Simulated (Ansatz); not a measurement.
# MgO (Fm-3m) in Ansatz: settings compared, part 2 of 2

Ansatz 0.2.0. Earlier steps stand in the parts before.

## 4. Phonons, LDA+D3(BJ)

run.py

```python
import json

import ase.io
import numpy as np
import spglib

import ansatz as az

atoms = ase.io.read("MgO.cif")
cell, frac, numbers = spglib.find_primitive((atoms.cell[:], atoms.get_scaled_positions(), atoms.numbers), symprec=1e-5)
atoms = ase.Atoms(numbers, cell=cell, scaled_positions=frac, pbc=True)

calculation = (
    az.Crystal.from_ase(atoms)
    .calculation()
    .kpoints(10, 10, 10)
    .functional("lda", dispersion="d3bj")
    .pseudopotentials(kind="paw", source="jth", xc_functional="pbe")
    .occupations(method="fixed")
    .phonons(method="dfpt", mesh=(2, 2, 2), temperatures=(0.0, 1000.0, 100.0), dielectric=True,
        rigid_motions="translations", path=(((0.0, 0.0, 0.0), (0.5, 0.0, 0.5), (0.5, 0.25, 0.75), (0.375, 0.375,
        0.75), (0.0, 0.0, 0.0), (0.5, 0.5, 0.5), (0.625, 0.25, 0.625), (0.5, 0.25, 0.75), (0.5, 0.5, 0.5), (0.375,
        0.375, 0.75)), ((0.625, 0.25, 0.625), (0.5, 0.0, 0.5))), intervals=8)
)
outcome = calculation.run(threads=2, events_out="events.jsonl")

report = outcome.report
for line in open("events.jsonl"):
    event = json.loads(line)
    if event["event"] == "scf_iter":
        d = event["data"]
        print(f"SCF {d['iter']:3d}  HF = {d['harris_foulkes_ev']:.6f} eV  dr2 = {d['dr2_ev']:.2e} eV")
    elif event["event"] in ("relax_step", "md_step"):
        d = event["data"]
        print(f"{event['event']} {d['step']:3d}  E = {d['lagrangian_ev']:.6f} eV")
np.set_printoptions(precision=5, suppress=True, linewidth=110)
print("converged:", report["converged"], "after", report["n_iterations"], "iterations")
print(f"free energy {report['free_energy_ev']:.6f} eV, Fermi level {report['fermi_energy_ev']:.4f} eV")
for key in ("band_edges_ev", "magnetization_mub", "site_moments_mub", "site_moments_nc_mub", "forces_ev_ang",
                "stress_gpa"):
    if report.get(key) is not None:
        print(key, np.array(report[key]), sep="\n")
```

MgO.cif

```cif
data_MgO
_cell_length_a 4.19400279
_cell_length_b 4.19400279
_cell_length_c 4.19400279
_cell_angle_alpha 90.00000000
_cell_angle_beta 90.00000000
_cell_angle_gamma 90.00000000
_space_group_name_H-M_alt 'Fm-3m'
_space_group_name_Hall '-F 4 2 3'
_space_group_IT_number 225
loop_
_space_group_symop_operation_xyz
'x,y,z'
'-x,-y,-z'
'-y,x,z'
'y,-x,-z'
'-x,-y,z'
'x,y,-z'
'y,-x,z'
'-y,x,-z'
'x,-y,-z'
'-x,y,z'
'-y,-x,-z'
'y,x,z'
'-x,y,-z'
'x,-y,z'
'y,x,-z'
'-y,-x,z'
'z,x,y'
'-z,-x,-y'
'z,-y,x'
'-z,y,-x'
'z,-x,-y'
'-z,x,y'
'z,y,-x'
'-z,-y,x'
'-z,x,-y'
'z,-x,y'
'-z,-y,-x'
'z,y,x'
'-z,-x,y'
'z,x,-y'
'-z,y,x'
'z,-y,-x'
'y,z,x'
'-y,-z,-x'
'x,z,-y'
'-x,-z,y'
'-y,z,-x'
'y,-z,x'
'-x,z,y'
'x,-z,-y'
'-y,-z,x'
'y,z,-x'
'-x,-z,-y'
'x,z,y'
'y,-z,-x'
'-y,z,x'
'x,-z,y'
'-x,z,-y'
'x,y+1/2,z+1/2'
'-x,-y+1/2,-z+1/2'
'-y,x+1/2,z+1/2'
'y,-x+1/2,-z+1/2'
[... 63 lines left out ...]
'-z+1/2,y,-x+1/2'
'z+1/2,-x,-y+1/2'
'-z+1/2,x,y+1/2'
'z+1/2,y,-x+1/2'
'-z+1/2,-y,x+1/2'
'-z+1/2,x,-y+1/2'
'z+1/2,-x,y+1/2'
'-z+1/2,-y,-x+1/2'
'z+1/2,y,x+1/2'
'-z+1/2,-x,y+1/2'
'z+1/2,x,-y+1/2'
'-z+1/2,y,x+1/2'
'z+1/2,-y,-x+1/2'
'y+1/2,z,x+1/2'
'-y+1/2,-z,-x+1/2'
'x+1/2,z,-y+1/2'
'-x+1/2,-z,y+1/2'
'-y+1/2,z,-x+1/2'
'y+1/2,-z,x+1/2'
'-x+1/2,z,y+1/2'
'x+1/2,-z,-y+1/2'
'-y+1/2,-z,x+1/2'
'y+1/2,z,-x+1/2'
'-x+1/2,-z,-y+1/2'
'x+1/2,z,y+1/2'
'y+1/2,-z,-x+1/2'
'-y+1/2,z,x+1/2'
'x+1/2,-z,y+1/2'
'-x+1/2,z,-y+1/2'
'x+1/2,y+1/2,z'
'-x+1/2,-y+1/2,-z'
'-y+1/2,x+1/2,z'
'y+1/2,-x+1/2,-z'
'-x+1/2,-y+1/2,z'
'x+1/2,y+1/2,-z'
'y+1/2,-x+1/2,z'
'-y+1/2,x+1/2,-z'
'x+1/2,-y+1/2,-z'
'-x+1/2,y+1/2,z'
'-y+1/2,-x+1/2,-z'
'y+1/2,x+1/2,z'
'-x+1/2,y+1/2,-z'
'x+1/2,-y+1/2,z'
'y+1/2,x+1/2,-z'
'-y+1/2,-x+1/2,z'
'z+1/2,x+1/2,y'
'-z+1/2,-x+1/2,-y'
'z+1/2,-y+1/2,x'
'-z+1/2,y+1/2,-x'
'z+1/2,-x+1/2,-y'
'-z+1/2,x+1/2,y'
'z+1/2,y+1/2,-x'
'-z+1/2,-y+1/2,x'
'-z+1/2,x+1/2,-y'
'z+1/2,-x+1/2,y'
'-z+1/2,-y+1/2,-x'
'z+1/2,y+1/2,x'
'-z+1/2,-x+1/2,y'
'z+1/2,x+1/2,-y'
'-z+1/2,y+1/2,x'
'z+1/2,-y+1/2,-x'
'y+1/2,z+1/2,x'
'-y+1/2,-z+1/2,-x'
'x+1/2,z+1/2,-y'
'-x+1/2,-z+1/2,y'
'-y+1/2,z+1/2,-x'
'y+1/2,-z+1/2,x'
'-x+1/2,z+1/2,y'
'x+1/2,-z+1/2,-y'
'-y+1/2,-z+1/2,x'
'y+1/2,z+1/2,-x'
'-x+1/2,-z+1/2,-y'
'x+1/2,z+1/2,y'
'y+1/2,-z+1/2,-x'
'-y+1/2,z+1/2,x'
'x+1/2,-z+1/2,y'
'-x+1/2,z+1/2,-y'
loop_
_atom_site_label
_atom_site_type_symbol
_atom_site_symmetry_multiplicity
_atom_site_Wyckoff_symbol
_atom_site_fract_x
_atom_site_fract_y
_atom_site_fract_z
_atom_site_occupancy
Mg1 Mg 4 a 0.0000000000 0.0000000000 0.0000000000 1
O1 O 4 b 0.5000000000 0.0000000000 0.0000000000 1
```

Potentials or basis: JTH PAW.

Launch:

```bash
$ python run.py
```

Standard output:

```text
DeckWarning: basis.ecutwfc = 1380 eV, auto-derived from the records' recommended cutoffs: set by O (normal level)
DeckWarning: pseudopotentials/Mg.paw.azcp: the checks of this Mg dataset prove no rule for summing its radial tables, as where they were carried onto another mesh than they were made on, and Gregory's rule is taken, under which a leading mesh point left out moves its sums only by what lay on the interval it spanned. That does not make them correct, and they differ from Quantum ESPRESSO's on this file; a re-export a fr [...]
DeckWarning: pseudopotentials/O.paw.azcp: the checks of this O dataset prove no rule for summing its radial tables, as where they were carried onto another mesh than they were made on, and Gregory's rule is taken, under which a leading mesh point left out moves its sums only by what lay on the interval it spanned. That does not make them correct, and they differ from Quantum ESPRESSO's on this file; a re-export a frac [...]
DeckWarning: the engine holds no damping parameters fitted to this dispersion correction and functional, so the run takes those fitted to pbe (hamiltonian.dispersion, under Limitations)
PlacementWarning: RAYON_NUM_THREADS=2 ignored (pool sized by the plan → 2); use plan(threads=…)
SCF   1  HF = -2460.764963 eV  dr2 = 3.78e-01 eV
SCF   2  HF = -2460.681929 eV  dr2 = 8.07e-02 eV
SCF   3  HF = -2460.685784 eV  dr2 = 3.98e-02 eV
SCF   4  HF = -2460.674990 eV  dr2 = 3.09e-04 eV
SCF   5  HF = -2460.674959 eV  dr2 = 1.86e-06 eV
SCF   6  HF = -2460.674958 eV  dr2 = 1.81e-08 eV
SCF   7  HF = -2460.674958 eV  dr2 = 2.16e-11 eV
converged: True after 7 iterations
free energy -2460.674958 eV, Fermi level 8.7850 eV
band_edges_ev
[ 8.78503 13.57169]
magnetization_mub
0.0
```

optical_modes.tsv:

```text
# format = ansatz-optical-modes/1
# cell_volume_ang3 = 1.8442770152337815e1
# eps_inf = 3.177143470318289e0 -4.108650548026103e-33 6.162975822039155e-33 3.59506922952284e-33 3.177143470318289e0 -2.567906592516314e-34 0e0 0e0 3.177143470318289e0
# One row of degenerate optical modes each, rigid motions of the cell and of its bodies left out; wavenumber_inv_cm is that of the modes' mean omega^2, negative where that is. nan stands for what is not given.
# A row whose q is 0 0 0 is without the LO-TO term; the others hold that term of the approach to the zone centre along q, a Cartesian unit vector.
# oscillator_strength: the sum of Re conj(p) p^T over the row's modes, p that of Z* e/sqrt(mass) over the atoms, about the cell's centre of mass, e the mode's unit eigenvector; ir_intensity: its trace, 23.0708 in its unit to 1 in that of the other. The rows at q 0 0 0 hold the undamped dielectric function at nu cm^-1, of a cell of V A^3: eps_inf + (4.92064e7/V) sum oscillator_strength/(nu_row |nu_row| - nu^2). That is of the vibrations: a cell of net charge Q e and mass M amu holds -(4.92064e7/V) Q^2/(M nu^2) besides, of its free fall, and where the turns of a body are left out the sum lacks their strength.
# q_x	q_y	q_z	wavenumber_inv_cm	degeneracy	ir_intensity[(D/angstrom)^2/amu]	oscillator_strength_xx[e^2/amu]	oscillator_strength_xy[e^2/amu]	oscillator_strength_xz[e^2/amu]	oscillator_strength_yy[e^2/amu]	oscillator_strength_yz[e^2/amu]	oscillator_strength_zz[e^2/amu]
0e0	0e0	0e0	3.883962047023544e2	3	2.7805016748889653e1	4.017350397230834e-1	1.2837930086910436e-33	0e0	4.017350397230833e-1	0e0	4.017350397230833e-1
1e0	0e0	0e0	3.883962047023545e2	2	1.853667783259311e1	4.938055676128992e-67	4.453975744438309e-34	6.41463530422127e-50	4.0173503972308355e-1	4.163336342344337e-17	4.0173503972308333e-1
1e0	0e0	0e0	6.987241704311656e2	1	9.268338916296553e0	4.017350397230834e-1	8.383954342472129e-34	0e0	1.7496778589467513e-66	0e0	0e0
0e0	1e0	0e0	3.8839620470235445e2	2	1.8536677832593103e1	4.017350397230834e-1	8.383954342472129e-34	-2.4724532112986896e-50	1.2379416683396512e-33	-2.230077454496345e-17	4.017350397230833e-1
0e0	1e0	0e0	6.987241704311657e2	1	9.268338916296553e0	4.9380556761289884e-67	4.453975744438307e-34	3.7855434776728208e-50	4.017350397230834e-1	3.414444861482148e-17	2.9020206253699002e-33
0e0	0e0	1e0	3.883962047023544e2	2	1.8536677832593107e1	4.017350397230834e-1	1.2837930086910436e-33	-1.01427079471191e-50	4.017350397230834e-1	-9.148413493548078e-18	2.08330021465448e-34
0e0	0e0	1e0	6.987241704311656e2	1	9.268338916296553e0	1.5216558869933083e-99	1.3724872412461065e-66	2.47245321129869e-50	1.2379416683396512e-33	2.2300774544963452e-17	4.017350397230834e-1
```

phbands.tsv:

```text
# q_distance	omega_0_inv_cm	omega_1_inv_cm	omega_2_inv_cm	omega_3_inv_cm	omega_4_inv_cm	omega_5_inv_cm	omega_0_thz	omega_1_thz	omega_2_thz	omega_3_thz	omega_4_thz	omega_5_thz
# format = ansatz-phbands/1
# fixed_weight_pressure_dispersion = d3bj
# dispersion_damping = {"method":"d3bj","s6":1.0,"s8":0.7875,"a1":0.4289,"a2_bohr":4.4407}
# lo_to_splitting: included (the dipole-dipole term of the run's Born effective charges and high-frequency dielectric tensor (where they are solved with the displacements' responses and are means over more operations than the force constants, of those that the k mesh gives, averaged as the force constants are; where they are of points inside a basis, what they differ from the k mesh's own by stays in what lies between the sampled wave vectors) is in the interpolated dynamical matrix, and no dipole-quadrupole or higher term is, so what lies between sampled wave vectors stays as converged as the mesh, the term itself as its tensors are in theirs, and near GAMMA the transverse optical and acoustic branches of a crystal with a site that is no centre of inversion can stay off; a row of a path at GAMMA holds the limit along its piece of the path (the whole path, where it does not jump; a piece that never leaves GAMMA stands at zero macroscopic field), a row of a mesh at GAMMA stands at zero macroscopic field with that point's weight, and on a cell with vacuum the term is the periodic stack's, or with phonons.isolated the sheet's or wire's own, and can move a branch further from a solve); a zone centre inside a piece of the path (the whole path, where it does not jump) has a row for each side, at one q_distance
# jumps = 74
# n_points = 83
0.000000	0.000000	0.000000	0.000000	388.396205	388.396205	698.724170	0.000000	0.000000	0.000000	11.643825	11.643825	20.947224
0.187267	62.277731	62.277731	94.047040	390.228788	390.228788	692.474552	1.867039	1.867039	2.819459	11.698765	11.698765	20.759865
0.374534	121.324959	121.324959	183.424953	395.311616	395.311616	674.329740	3.637231	3.637231	5.498942	11.851144	11.851144	20.215897
0.561801	174.167192	174.167192	263.749086	402.616714	402.616714	646.228461	5.221401	5.221401	7.906999	12.070145	12.070145	19.373442
0.749068	218.162471	218.162471	330.975373	411.061271	411.061271	611.868447	6.540346	6.540346	9.922392	12.323307	12.323307	18.343355
0.936335	251.197861	251.197861	381.034209	419.935185	419.935185	577.483073	7.530722	7.530722	11.423118	12.589340	12.589340	17.312507
[... 66 lines left out ...]
8.972481	273.385801	379.851166	406.222767	418.427889	466.194158	497.089773	8.195900	11.387651	12.178252	12.544153	13.976149	14.902376
9.087158	275.681048	388.729923	399.396490	412.990400	465.944765	499.712872	8.264710	11.653830	11.973606	12.381141	13.968673	14.981015

9.087158	275.681048	388.729923	399.396490	412.990400	465.944765	499.712872	8.264710	11.653830	11.973606	12.381141	13.968673	14.981015
9.153367	277.795460	370.603709	404.246793	418.584005	460.211077	507.914275	8.328098	11.110420	12.119014	12.548833	13.796781	15.226887
9.219576	279.850675	352.309502	408.200498	423.522720	455.036151	515.580987	8.389712	10.561973	12.237543	12.696892	13.641641	15.456729
9.285784	281.770304	334.822596	411.370320	427.760397	450.299535	522.483939	8.447261	10.037729	12.332572	12.823934	13.499640	15.663674
9.351993	283.474550	318.992769	413.848884	431.263881	446.075903	528.420559	8.498353	9.563163	12.406877	12.928966	13.373019	15.841650
9.418202	284.888364	305.612059	415.708106	434.009620	442.525637	533.220176	8.540738	9.162019	12.462615	13.011281	13.266585	15.985539
9.484411	285.947596	295.412072	417.000758	435.981313	439.828233	536.747196	8.572493	8.856231	12.501368	13.070391	13.185719	16.091276
9.550620	286.603456	289.009707	417.762613	437.168319	438.139706	538.903219	8.592155	8.664293	12.524208	13.105976	13.135098	16.155912
9.616829	286.825520	286.825520	418.014317	437.564634	437.564634	539.628563	8.598813	8.598813	12.531754	13.117858	13.117858	16.177657
```

It took 71 s on 2 threads of Arm Neoverse V1, shared host; peak memory 0.97 GiB.

What came out:

* Free energy: -2460.6750 eV
* Band gap on the k mesh: 4.79 eV, direct
* Electronic dielectric tensor (diagonal): 3.18
* Born charges (mean of the diagonal): Mg +1.97; O -1.97 e
* Highest phonon frequency, LO-TO splitting left out: 560 cm⁻¹
* Static dielectric tensor (diagonal): 10.28

Levels at points of the mesh, in eV from the valence-band top:
```
             k point  band 4  band 5  band 6  band 7  band 8  band 9  band 10  band 11  band 12
  (0.00, 0.00, 0.00)  -38.76  -17.06    0.00    0.00    0.00    4.79    15.58    15.58    15.58
 (0.00, 0.00, -0.50)  -38.77  -15.64   -4.74   -0.68   -0.68    7.82    12.55    16.17    16.17
(0.00, -0.50, -0.50)  -38.79  -15.42   -4.16   -1.38   -1.38    8.90     9.85    13.04    18.89
(-0.50, 0.00, -0.50)  -38.79  -15.42   -4.16   -1.38   -1.38    8.90     9.85    13.04    18.89
```

Phonon frequencies in cm⁻¹ (negative: imaginary):
```
                q point              frequencies
  (0.000, 0.000, 0.000)        0 0 0 388 388 388
 (0.000, 0.000, -0.500)  271 271 354 354 541 560
(0.000, -0.500, -0.500)  287 287 418 438 438 540
```

Electronic dielectric tensor:
```
3.18 0.00 0.00
0.00 3.18 0.00
0.00 0.00 3.18
```

Born effective charge tensors (e):
atom 1, Mg
```
1.97 0.00 0.00
0.00 1.97 0.00
0.00 0.00 1.97
```
atom 2, O
```
-1.97  0.00  0.00
 0.00 -1.97  0.00
 0.00  0.00 -1.97
```

Static dielectric tensor, electrons and zone-centre modes:
```
10.28  0.00  0.00
 0.00 10.28  0.00
 0.00  0.00 10.28
```

Caveat: the q mesh is small, so phonon branches between its points and thermal values are rough; the dispersion damping was fitted for another functional or another form of the correction.

## 5. Projected density of states, r2SCAN50

Changes to run.py since step 4:

```diff
@@ -15,10 +15,11 @@
     .calculation()
-    .kpoints(10, 10, 10)
-    .functional("lda", dispersion="d3bj")
-    .pseudopotentials(kind="paw", source="jth", xc_functional="pbe")
+    .kpoints(6, 6, 6)
+    .functional("r2scan50")
+    .pseudopotentials(kind="paw")
+    .scf(extra_bands=6)
     .occupations(method="fixed")
-    .phonons(method="dfpt", mesh=(2, 2, 2), temperatures=(0.0, 1000.0, 100.0), dielectric=True,
-        rigid_motions="translations", path=(((0.0, 0.0, 0.0), (0.5, 0.0, 0.5), (0.5, 0.25, 0.75), (0.375, 0.375,
-        0.75), (0.0, 0.0, 0.0), (0.5, 0.5, 0.5), (0.625, 0.25, 0.625), (0.5, 0.25, 0.75), (0.5, 0.5, 0.5), (0.375,
-        0.375, 0.75)), ((0.625, 0.25, 0.625), (0.5, 0.0, 0.5))), intervals=8)
+    .density_of_states(energy_step=0.05, projected=True)
+    .forces()
+    .stress()
+    .band_table(publish=True)
 )
```

MgO.cif is that of step 4.

Potentials or basis: Ansatz PAW.

Launch:

```bash
$ python run.py
```

Wall time 9 s (2 threads of Arm Neoverse V1, shared host); peak memory 0.79 GiB.

It converged, with:

```yaml
Free_energy: -2497.2439 eV
Pressure: -5.7 GPa
Band_gap_on_the_k_mesh: 10.22 eV, direct
```

Levels at points of the mesh, in eV from the valence-band top:
```tsv
k point	band 4	band 5	band 6	band 7	band 8	band 9	band 10	band 11	band 12	band 13
(0.00, 0.00, 0.00)	-44.41	-20.72	0.00	0.00	0.00	10.22	21.74	21.74	21.74	25.63
(0.00, 0.00, -0.50)	-44.41	-19.24	-5.30	-0.80	-0.80	13.43	19.28	22.54	22.54	27.58
(0.00, -0.50, -0.50)	-44.44	-19.00	-4.73	-1.61	-1.61	14.47	15.99	19.74	26.10	26.10
```

States per cell in windows of 1 eV (zero at the valence-band top; states under -8 eV left out):
```
from (eV)  total  O 2p  Mg 3s  O 2s
     -8.0   0.00  0.00   0.00  0.00
     -7.0   0.00  0.00   0.00  0.00
     -6.0   0.01  0.01   0.00  0.00
     -5.0   1.25  1.08   0.13  0.01
     -4.0   0.58  0.49   0.06  0.02
     -3.0   0.92  0.87   0.02  0.01
     -2.0   1.97  1.90   0.02  0.00
     -1.0   1.27  1.24   0.00  0.00
      0.0   0.00  0.00   0.00  0.00
      1.0   0.00  0.00   0.00  0.00
      2.0   0.00  0.00   0.00  0.00
      3.0   0.00  0.00   0.00  0.00
      4.0   0.00  0.00   0.00  0.00
      5.0   0.00  0.00   0.00  0.00
      6.0   0.00  0.00   0.00  0.00
      7.0   0.00  0.00   0.00  0.00
```

Caveat: the k mesh is coarse (spacing up to 0.43 Å⁻¹), so the values aren't converged, least of all with exact exchange; the PAW data sets were made with another functional, which shifts forces and pressure a little; the thresholds are loose for stress.

## 6. Summary

```csv
task,level,potentials or basis,k mesh,cutoff (eV),smearing,driver,q mesh,points for each segment of the path,mesh quality,gap on the mesh (eV),pressure (GPa)
ladder of functionals,PBEsol,SSSP efficiency PAW,11 × 11 × 11,680,gaussian 0.15 eV,chain,-,-,not flagged,4.75,2.1
ladder of functionals,PBEsol,SSSP efficiency PAW,11 × 11 × 11,680,gaussian 0.15 eV,-,-,-,not flagged,4.75,2.1
phonons,LDA+D3(BJ),JTH PAW,10 × 10 × 10,1380,fixed,chain,2 × 2 × 2,8,not flagged,4.79,-
projected density of states,r2SCAN50,Ansatz PAW,6 × 6 × 6,500,fixed,chain,-,-,coarse,10.22,-5.7
```

Alike in all rows: no spin polarisation; cell as given.

Caveats: some runs use coarse meshes; odd divisions of the mesh miss points on the zone boundary, where band edges often lie, so the gap on the mesh can be too wide (some runs); the dispersion damping was fitted for another functional or another form of the correction (some runs); the PAW data sets were made with another functional, which shifts forces and pressure a little (some runs); the thresholds are loose for stress (some runs).

Total energies depend on the potentials used, so only differences within one code and one set of settings carry meaning.

## 7. Against experiment

Step 2. Against the measured gap of MgO, 7.83 eV (quoted in “Electronic structure of alkaline earth and post-transition metal oxides”, 2009, arxiv:0908.1581), the calculated 4.75 eV is off by -3.08 eV. The value is that of PBEsol, without temperature or zero-point motion. Semilocal functionals fall short of measured gaps as a rule. The cell is a database's relaxed one, not the measured one, which moves gaps too.

Step 3. Measured gap of MgO: 7.83 eV (quoted in “Electronic structure of alkaline earth and post-transition metal oxides”, 2009, arxiv:0908.1581). This calculation gives 4.75 eV (-3.08 eV). The value is that of PBEsol, without temperature or zero-point motion. Semilocal functionals fall short of measured gaps as a rule. The cell is a database's relaxed one, not the measured one, which moves gaps too.

Step 4. A measured gap of MgO is 7.83 eV (quoted in “Electronic structure of alkaline earth and post-transition metal oxides”, 2009, arxiv:0908.1581); the calculated 4.79 eV misses it by -3.04 eV. The value is that of LDA+D3(BJ), without temperature or zero-point motion. Semilocal functionals fall short of measured gaps as a rule. The cell is a database's relaxed one, not the measured one, which moves gaps too. Against the measured high-frequency dielectric constant of MgO, 2.95 (295 K; “Infrared Optical Properties of Ferropericlase (Mg1-xFexO): Experiment and Theory”, 2007, arxiv:0704.2267), the calculated 3.18 is off by +7.7 %.
